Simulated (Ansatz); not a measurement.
Input and command of a plane-wave DFT calculation in Ansatz:

```yaml
crystal:
  lattice:
    - [3.0667647264, 0.0343784294, -0.018375361]
    - [-1.50360977, 2.6607965026, 0.0448864632]
    - [-0.0301556816, 0.0676481685, 5.0760348588]
  atoms:
    - { symbol: Si, position: [0.334296201, 0.6952076495, 0.0166284691] }
    - { symbol: Si, position: [0.6588694689, 0.290077058, 0.4834025545] }
    - { symbol: C, position: [0.3124880253, 0.6656127819, 0.3933216382] }
    - { symbol: C, position: [0.6943463048, 0.3491025106, 0.8766473381] }
basis:
  ecutwfc: 420
kpoints:
  mp_grid: { grid: [6, 6, 4] }
hamiltonian:
  xc: pbe
scf:
  occupations: { method: gaussian, width: 0.05 }
output:
  forces: true
  stress: true
  eigenvalues: true
```

```bash
ansatz run input.yaml --threads 1 --pin off --max-ram 2560MiB --backend cpu --events-out ev --progress --plain --runs-dir out
```

Processor: Arm Neoverse V2, 1 thread, on a host shared with other jobs.

Estimate time, memory and problem size.

About 3.9 s on 1 thread of Arm Neoverse V2 (shared host), peak memory 0.32 GiB. It solves 12 bands at 76 k points (the mesh reduced by the symmetry that the task leaves, which can be less than the crystal's) with about 807 plane waves, in 7 SCF iterations.
